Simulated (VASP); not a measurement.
Set up this calculation in VASP 6.6.1, as the native input.

```yaml
Task: relaxation of cell and atoms
Functional: optB88-vdW
Potentials_or_basis: VASP PAW PBE potentials, release 64 (Hf_pv, N)
Cutoff: 600 eV
k_mesh: 10 × 10 × 5
Occupations: fermi-dirac, width 0.05 eV
Spin: no spin polarisation
Further_INCAR_settings: ALGO = Normal; EDIFF = 1e-06; IBRION = 2; EDIFFG = -0.02; NSW = 60; ISIF = 3
```

The structure of Hf2N lies in POSCAR:

```
Hf2N
1.0
    3.0801700000      0.0000000000      0.0000000000
   -1.5400800000      2.6675000000      0.0000000000
    0.0000000000      0.0000000000      5.8821000000
Hf N
2 1
Direct
    0.0000000000      0.0000000000      0.7474300000
    0.0000000000      0.0000000000      0.2525700000
    0.6666700000      0.3333300000      0.5000000000
```

The cell was built by a generator and needn't be a form met in nature.

One way to write it, as run:

INCAR

```
PREC = Accurate
ENCUT = 600
EDIFF = 1E-6
ISMEAR = -1
SIGMA = 0.05
LREAL = F
LASPH = T
NELM = 80
ALGO = Normal
ISIF = 3
LWAVE = F
LCHARG = F
GGA = BO
LUSE_VDW = T
AGGAC = 0.0
PARAM1 = 0.1833333333
PARAM2 = 0.22
IBRION = 2
NSW = 60
EDIFFG = -0.02
```

KPOINTS

```
Automatic mesh
0
Gamma
  10 10 5
```

Potentials or basis: VASP PAW PBE potentials, release 64 (Hf_pv, N).

Command:

```console
$ cat potpaw_PBE.64/Hf_pv/POTCAR potpaw_PBE.64/N/POTCAR > POTCAR
$ mpirun -np 1 vasp_std > vasp.out
```

Results of the run:

```
Relaxed volume                         : 15.89 Å³/atom
Relaxed cell                           : a = 3.069 Å, b = 3.069 Å, c = 5.843 Å, α = 90.00°, β = 90.00°, γ = 120.00°
Space group after relaxing (to 0.05 Å) : P-6m2 (No. 187)
Energy gained by relaxing              : 1.5 meV/atom
Ionic steps                            : 6
Pressure after relaxing                : -0.1 GPa
Band gap on the k mesh                 : none (metal or under the smearing width)
```

Caveat: the PAW data sets were made with another functional, which shifts forces and pressure a little.

Wall time 7.2 min on 1 thread of Intel(R) Xeon(R) Platinum 8488C (Sapphire Rapids) (shared host), peak memory 0.46 GiB.
